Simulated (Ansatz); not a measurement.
# Ta2C: a hydrostatic pressure series

An exercise on one series of results from a longer session: the logs are not shown, and one member is left open.

Method: DFT PBEsol, scalar-relativistic, plane waves, PAW, in Ansatz 0.2.0.

1 further run of the same task is left out (set aside as unsound or not needed).

## Starting point

Symmetry: P-3m1, No. 164, trigonal system. The conventional cell has a = 3.095 Å, b = 3.095 Å, c = 4.921 Å, α = 90.00°, β = 90.00°, γ = 120.00°. Ta (site symmetry 3m) has 3 C at 2.18 Å as nearest neighbours. C (site symmetry -3m) has 6 Ta at 2.18 Å as nearest neighbours.

Structure file:

```cif
data_structure
_symmetry_space_group_name_H-M 'P-3m1'
_symmetry_Int_Tables_number 164
_cell_length_a 3.0953
_cell_length_b 3.0953
_cell_length_c 4.9211
_cell_angle_alpha 90.000
_cell_angle_beta 90.000
_cell_angle_gamma 120.000
_cell_volume 40.83
loop_
_atom_site_label
_atom_site_type_symbol
_atom_site_symmetry_multiplicity
_atom_site_Wyckoff_symbol
_atom_site_fract_x
_atom_site_fract_y
_atom_site_fract_z
_atom_site_occupancy
Ta1 Ta 2 d 0.33333 0.66667 0.25288 1
C1 C 1 a 0.00000 0.00000 0.00000 1
```

It is the result of an earlier relaxation at this level (volume 13.61 Å³/atom; gap on the mesh: none (metal)).

The first run:

Contents of input.yaml:

```yaml
crystal:
  lattice:
    - [3.1151397523, 0.0, 0.0]
    - [-1.5575698761, 2.6977901618, 0.0]
    - [0.0, 0.0, 4.9526215232]
  atoms:
    - { symbol: Ta, position: [0.3333333333, 0.6666666667, 0.2528761941] }
    - { symbol: Ta, position: [0.6666666667, 0.3333333333, 0.7471238059] }
    - { symbol: C, position: [0.0, 0.0, 0.0] }
basis:
  ecutwfc: 420
kpoints:
  mp_grid: { grid: [18, 18, 8] }
hamiltonian:
  xc: pbesol
scf:
  occupations: { method: gaussian, width: 0.1 }
output:
  forces: true
  stress: true
  eigenvalues: true
relax:
  adjacent_minimum: "off"
  f_tol: 0.008
  max_steps: 50
  cell: { stress_tol: 0.08, p_target: -2.0 }
```

On the command line:

```
ansatz run input.yaml --threads 1 --pin off --max-ram 2560MiB --backend cpu --events-out ev --progress --plain --runs-dir out
```

Among the steps run: -2 GPa; Target pressure 2 GPa; Relaxing at 5 GPa; 10 GPa; 20 GPa; 40 GPa.

One table of the session follows, with a row left open; its other results are not shown here.

Lengths are those of the vectors of the cell that was run:

```
P (GPa)  V (Å³/atom)  a (Å)  b (Å)  c (Å)  ΔH (eV/atom)
     -2        13.71  3.103  3.103  4.933        -0.171
      0        13.61  3.095  3.095  4.921         0.000
      2        13.51  3.088  3.088  4.909         0.169
      5        13.37  3.077  3.077  4.893         0.421
     10            ?      ?      ?      ?             ?
     20        12.76  3.028  3.028  4.821         1.643
     40        12.12  2.976  2.976  4.744         3.195
```

Q: Estimate the row for P (GPa) = 10 from the others.

Worked estimate for «V (Å³/atom)». A straight line through the neighbours (5, 13.37) and (20, 12.76) gives 13.37 + (12.76 − 13.37) × (10 − 5) / (20 − 5) = 13.17; a parabola fitted to 4 rows on both sides gives 13.16.

As computed: V (Å³/atom): 13.15; a (Å): 3.060; b (Å): 3.060; c (Å): 4.867; ΔH (eV/atom): 0.835. In «V (Å³/atom)» the line misses by +0.02 and the parabola by +0.01.

ΔH is E + PV over the energy at zero pressure; a, b and c are the vectors of the computed cell. 
